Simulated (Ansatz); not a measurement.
## Zr3N4 — 14N nuclear quadrupole resonance

Cell: a structure deposited in the COD, its atoms then relaxed with PBE in this cell.

```cif
data_Zr3N4
_symmetry_space_group_name_H-M 'I-43d'
_symmetry_Int_Tables_number 220
_cell_length_a 6.7400
_cell_length_b 6.7400
_cell_length_c 6.7400
_cell_angle_alpha 90.000
_cell_angle_beta 90.000
_cell_angle_gamma 90.000
loop_
_atom_site_label
_atom_site_type_symbol
_atom_site_symmetry_multiplicity
_atom_site_Wyckoff_symbol
_atom_site_fract_x
_atom_site_fract_y
_atom_site_fract_z
Zr Zr 12 a 0.3750 0.0000 0.2500
N N 16 c 0.0687 0.0687 0.0687
```

One atom of each set is listed; the run and its k-mesh use a cell of 14 atoms with edges of 5.84, 5.84, 5.84 Å.

Level of theory: DFT, PBE, plane waves and PAW, scalar-relativistic, 420 eV cutoff, Γ-centred 6×6×6 k-points, Fermi–Dirac smearing 0.02 eV (Ansatz 0.2.0).

14N: I = 1, Q = 20.44 mb (year-2017 value). Static lattice, zero field.

**Question.** The simulated lines lie at 0.212 MHz. What are |C_Q|, η and |V_zz| at N?

**Answer.** For I = 1 the lines are ν± = (3/4)|C_Q|(1 ± η/3) and ν₀ = |C_Q|η/2. Here |C_Q| = 0.283 MHz, η = 0.00 and |V_zz| = 0.57 × 10²¹ V/m². The calculation gives V_zz positive; the lines don't show the sign. The site has 6 Zr at 2.23–2.44 Å.

An axis of threefold or higher order runs through N, so V_zz lies along it and η is zero.

Without spin–orbit coupling (the program notes it for Zr) the gradients can shift somewhat, as the gap is small. With a gap of 0.7 eV on this mesh, small gradients can still move by 0.1 × 10²¹ V/m² or more as the k-mesh gets denser.
